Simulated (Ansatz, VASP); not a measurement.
**One calculation of PtS2, two programs**

```
CELL_PARAMETERS angstrom
1.76444 1.01870 5.64345
-1.76444 1.01870 5.64345
0.00000 -2.03740 5.64345
ATOMIC_POSITIONS crystal
Pt 0.00000 0.00000 0.00000
S 0.25976 0.25976 0.25976
S 0.74024 0.74024 0.74024
```

Change from the starting cell: uniaxial_z strain +2.2%.

Alike in both runs: task single point; functional r2SCAN; k mesh 8 × 8 × 8; no spin polarisation.

```csv
,VASP,Ansatz
version,VASP 6.6.1,Ansatz 0.2.0
potentials or method,"VASP PAW PBE potentials, release 64 (Pt, S)","plane waves, PAW"
plane-wave cutoff (eV),520,500
occupations,"gaussian, width 0.01 eV",fixed
valence electrons in the cell,22,30
```

VASP gave:

- gap on the k mesh at the Fermi level (eV): 1.34
- pressure (GPa): 0.7
- largest component of the traceless stress (GPa): 0.31
- rms of the force components (eV/Å): 0.021

**Question.** What did Ansatz give for the same quantities?

**Answer.** gap on the k mesh at the Fermi level (eV): 1.35; pressure (GPa): 0.7; largest component of the traceless stress (GPa): 0.29; rms of the force components (eV/Å): 0.019.

Atom by atom the forces differ by 0.002 eV/Å (rms over components). The two sets of potentials don't hold the same shells in valence.

Caveats: the PAW data sets were made with another functional, which shifts forces and pressure a little (VASP); spin-orbit coupling is left out, which moves the levels of the heavy elements. A k mesh can miss the band edges.
